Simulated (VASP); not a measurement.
## CaO in VASP 6.6.1, single-point calculation

INCAR

```
EDIFF = 1E-7
LWAVE = .FALSE.
PREC = Accurate
SIGMA = 0.02
NELM = 78
LASPH = .TRUE.
NBANDS = 32
GGA = PE
ENCUT = 400
LREAL = .FALSE.
ISMEAR = -1
LCHARG = .FALSE.
ISIF = 2
IBRION = -1
NSW = 0
```

KPOINTS

```
KPOINTS created by Atomic Simulation Environment
0
Gamma
10 10 10
0 0 0
```

POSCAR

```
Ca O
 1.0000000000000000
     0.0000000000000000    2.4455011158000000    2.4455011158000000
     2.4455011158000000    0.0000000000000000    2.4455011158000000
     2.4455011158000000    2.4455011158000000    0.0000000000000000
 Ca  O
   1   1
Cartesian
  0.0000000000000000  0.0000000000000000  0.0000000000000000
  2.4455011158000000  2.4455011158000000  2.4455011158000000
```

The recommended PBE PAW datasets give the neutral cell 16 valence electrons.

Command

```
mpirun -np 1 vasp_std
```

Question: How does this run end, and what does it give?

Answer: It converged. Results: gap between bands v and c on the k mesh 3.66 eV; least direct gap on the k mesh 4.04 eV; pressure -6.4 GPa. Band v is the last that the valence electrons fill when counted band by band, and c is the next.

OSZICAR

```
N       E                     dE             d eps       ncg     rms          rms(c)
DAV:   1     0.117164202963E+03    0.11716E+03   -0.55979E+03  3024   0.418E+02
DAV:   2    -0.103388187599E+02   -0.12750E+03   -0.11794E+03  3584   0.160E+02
DAV:   3    -0.144723528723E+02   -0.41335E+01   -0.41052E+01  3664   0.282E+01
DAV:   4    -0.144943282086E+02   -0.21975E-01   -0.21972E-01  3392   0.214E+00
DAV:   5    -0.144944510838E+02   -0.12288E-03   -0.12287E-03  3624   0.147E-01    0.843E+00
DAV:   6    -0.129213329513E+02    0.15731E+01   -0.99808E-01  3632   0.994E+00    0.383E+00
DAV:   7    -0.128236970880E+02    0.97636E-01   -0.13662E-01  3528   0.255E+00    0.184E+00
DAV:   8    -0.128183971056E+02    0.53000E-02   -0.80603E-02  4416   0.150E+00    0.425E-01
DAV:   9    -0.128168606032E+02    0.15365E-02   -0.29772E-03  3688   0.262E-01    0.130E-01
DAV:  10    -0.128176197189E+02   -0.75912E-03   -0.39760E-04  3416   0.102E-01    0.879E-02
DAV:  11    -0.128175717172E+02    0.48002E-04   -0.30253E-05  3760   0.354E-02    0.892E-03
DAV:  12    -0.128175710543E+02    0.66290E-06   -0.32405E-06  3728   0.900E-03    0.457E-03
DAV:  13    -0.128175712802E+02   -0.22591E-06   -0.26237E-07  4184   0.261E-03    0.791E-04
DAV:  14    -0.128175714051E+02   -0.12488E-06   -0.29326E-08  2560   0.811E-04    0.144E-04
DAV:  15    -0.128175714182E+02   -0.13119E-07   -0.23538E-09  1880   0.231E-04
   1 F= -.12817571E+02 E0= -.12817571E+02  d E =-.141632E-12
```

These settings aren't sound, so the numbers aren't properties of the crystal.

On sound settings PBE gives a gap of 3.64 eV on its mesh and a pressure of -3.1 GPa for the intended cell.
